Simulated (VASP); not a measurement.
InAs in VASP 6.6.1, relaxation

INCAR

```
NELM = 99
EDIFFG = -5E-3
ISIF = 3
LASPH = .TRUE.
LREAL = .FALSE.
PSTRESS = 50
NSW = 40
EDIFF = 1E-7
IVDW = 11
LWAVE = .FALSE.
ENCUT = 600
NBANDS = 16
PREC = Accurate
LCHARG = .FALSE.
ISMEAR = -1
SIGMA = 0.02
IBRION = 2
BMIX = 0.5
GGA = PS
```

KPOINTS

```
KPOINTS created by Atomic Simulation Environment
0
Gamma
8 8 8
0 0 0
```

POSCAR

```
In As
 1.0000000000000000
    -0.0000000000000000    2.8767311147595351    2.8767311147595351
     2.8767311147595351    0.0000000000000000    2.8767311147595351
     2.8767311147595351    2.8767311147595351    0.0000000000000000
 In  As
   1   1
Cartesian
  0.0000000000000000 -0.0000000000000000 -0.0000000000000000
  2.8767311147595351  2.8767311147595351  2.8767311147595351
```

The recommended PBE PAW datasets give the neutral cell 18 valence electrons.

Command

```
mpirun -np 1 vasp_std
```

Question: Predict the outcome of this run.

Answer: It converged. Results: relaxed cell vector lengths 3.897, 3.897, 3.897 Å; relaxed cell volume 41.86 Å³.

OSZICAR

```
N       E                     dE             d eps       ncg     rms          rms(c)
DAV:   1     0.111611599117E+03    0.11161E+03   -0.90733E+03   928   0.140E+03
DAV:   2    -0.164666777668E+01   -0.11326E+03   -0.10848E+03   984   0.314E+02
DAV:   3    -0.821881798180E+01   -0.65722E+01   -0.64639E+01  1216   0.709E+01
DAV:   4    -0.836710099812E+01   -0.14828E+00   -0.14821E+00  1056   0.113E+01
DAV:   5    -0.837352691969E+01   -0.64259E-02   -0.64258E-02  1432   0.208E+00    0.349E+00
DAV:   6    -0.818767495329E+01    0.18585E+00   -0.45570E-01  1304   0.120E+01    0.183E+00
DAV:   7    -0.818635204703E+01    0.13229E-02   -0.26071E-02  1048   0.113E+00    0.811E-01
DAV:   8    -0.818500616787E+01    0.13459E-02   -0.23744E-03  1192   0.458E-01    0.119E-01
DAV:   9    -0.818498298133E+01    0.23187E-04   -0.14431E-04  1408   0.147E-01    0.398E-02
DAV:  10    -0.818498857374E+01   -0.55924E-05   -0.28031E-05  1152   0.331E-02    0.848E-03
...
   5 F= -.72708603E+01 E0= -.72699101E+01  d E =-.901867E-05
       N       E                     dE             d eps       ncg     rms          rms(c)
DAV:   1    -0.814107020947E+01    0.14996E-02   -0.31398E-03  1152   0.107E+00    0.757E-02
DAV:   2    -0.814094761358E+01    0.12260E-03   -0.24861E-04  1152   0.361E-01    0.247E-02
DAV:   3    -0.814093313499E+01    0.14479E-04   -0.37283E-05  1240   0.120E-01    0.129E-02
DAV:   4    -0.814093341254E+01   -0.27755E-06   -0.18180E-06  1008   0.108E-02    0.806E-03
DAV:   5    -0.814093386408E+01   -0.45155E-06   -0.18989E-07  1096   0.598E-03    0.307E-03
DAV:   6    -0.814093418193E+01   -0.31785E-06   -0.76280E-08   664   0.259E-03    0.389E-04
DAV:   7    -0.814093415765E+01    0.24274E-07   -0.13113E-08   536   0.123E-03
   6 F= -.72708707E+01 E0= -.72699124E+01  d E =-.193841E-04
```

| ionic step | ΔH (meV/atom) | volume (Å³) | largest force (eV/Å) | pressure (GPa) | electronic steps |
| --- | --- | --- | --- | --- | --- |
| 1 | 0.0 | 47.61 | 0.000 | -4.43 | 13 |
| 2 | -49.3 | 38.59 | 0.000 | 14.56 | 11 |
| 3 | -94.7 | 41.92 | 0.000 | 4.88 | 9 |
| 4 | -94.7 | 41.81 | 0.000 | 5.12 | 7 |
| 5 | -94.7 | 41.90 | 0.000 | 4.92 | 7 |
| 6 | -94.7 | 41.86 | 0.000 | 5.00 | 7 |

 The volume moved far on the plane waves of the start cell, so a restart from CONTCAR is due.

For comparison, a separate PBEsol relaxation on usual settings, not on those above, ends at 45.31 Å³.
